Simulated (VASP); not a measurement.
# KI (strained database structure): one PBE single-point calculation in two programs

```yaml
crystal:
  lattice:
    - [4.29109, 0.00000, 0.00000]
    - [0.00000, 4.53396, 0.00000]
    - [0.00000, 0.00000, 4.29109]
  atoms:
    - { symbol: K, position: [0.00000, 0.00000, 0.00000] }
    - { symbol: I, position: [0.50000, 0.50000, 0.50000] }
```

Each program uses its own PAW datasets. VASP's cell holds 16 valence electrons and Ansatz's 26. Ansatz's stress includes a Pulay correction; VASP's doesn't.

Cutoffs: 520 eV in VASP, 420 eV in Ansatz. k meshes: 6×6×6 and 6×6×6.

```
                               VASP    Ansatz
gap between bands v and c   3.06 eV   3.06 eV
         least direct gap   3.37 eV   3.37 eV
                 pressure  -0.2 GPa  -0.2 GPa
```

Band v is the last that the valence electrons fill when counted band by band, and c is the next. Levels in eV from the top of v, Ansatz:

```
point    v−1      v     c   c+1
    Γ  -0.31  -0.31  3.06  4.70
    X  -0.27  -0.27  5.30  6.06
    M  -1.61   0.00  3.81  5.70
    R  -1.64  -1.52  5.47  5.53
```

VASP:

```csv
point,v−1,v,c,c+1
Γ,-0.31,-0.31,3.06,4.69
X,-0.27,-0.27,5.30,6.06
M,-1.61,0.00,3.80,5.69
R,-1.64,-1.52,5.46,5.52
```
